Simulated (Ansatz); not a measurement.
FeGe2:

```
Ge Fe
1.0
    -2.95956    2.95956    2.45140
     2.95956   -2.95956    2.45140
     2.95956    2.95956   -2.45140
Ge Fe
4 2
Direct
  0.84511 0.34511 0.19021
  0.65489 0.84511 0.50000
  0.34511 0.15489 0.50000
  0.15489 0.65489 0.80979
  0.25000 0.25000 0.00000
  0.75000 0.75000 0.00000
```

The cell is a database's computed one.

| Property | Result |
| --- | --- |
| Program | Ansatz 0.2.0 |
| Task | relaxation of cell and atoms |
| Functional | PBEsol |
| Potentials or basis | Ansatz PAW |
| Cutoff | 420 eV (not typed: the program's choice for these potentials) |
| k mesh | 7 × 7 × 7 |
| Occupations | fermi-dirac, width 0.05 eV |
| Spin | collinear spin, ferromagnetic start |
| Starting moments | [0.0, 0.0, 0.0, 0.0, 3.0, 3.0] μB |
| Hubbard terms | Fe d U = 5 eV |

At the start: volume 14.31 Å³/atom.

Task: How do energy, volume and symmetry change on relaxing?

Result: It ends after 13 steps and the volume is 15.82 Å³/atom (+10.5 %); space group I4/m (No. 87, to 0.05 Å); moment 4.95 μB per cell.

The path:
```tsv
step	energy change (eV)	largest force (eV/Å)	volume (Å³)
1	0.0000	0.1054	85.89
2	-0.1869	0.1452	91.03
3	-0.2218	0.0012	94.14
4	-0.2220	0.0046	94.26
5	-0.2262	0.0046	94.26
6	-0.2262	0.0021	94.37
7	-0.2262	0.0020	94.37
8	-0.2698	0.2451	94.37
9	-0.2866	0.1426	94.82
10	-0.2879	0.0336	94.92
11	-0.2880	0.0006	94.94
12	-0.2881	0.0006	94.94
13	-0.2881	0.0006	94.94
```

Final structure:
```
Ge Fe
1.0
    -3.07487    3.07487    2.51044
     3.07487   -3.07487    2.51044
     3.07487    3.07487   -2.51044
Ge Fe
4 2
Direct
  0.84378 0.35077 0.19455
  0.64923 0.84378 0.49301
  0.35077 0.15622 0.50699
  0.15622 0.64923 0.80545
  0.25150 0.25150 0.00000
  0.74850 0.74850 0.00000
```

Caveat: the magnetic or orbital state may not be the lowest; the plane-wave basis is chosen anew once the cell has moved, so the energies of steps on either side of that aren't comparable; the PAW data sets come from PBE, with cores solved anew for the run's functional, which leaves a small shift of forces and pressure; the U is typed as a test and isn't derived for this compound.
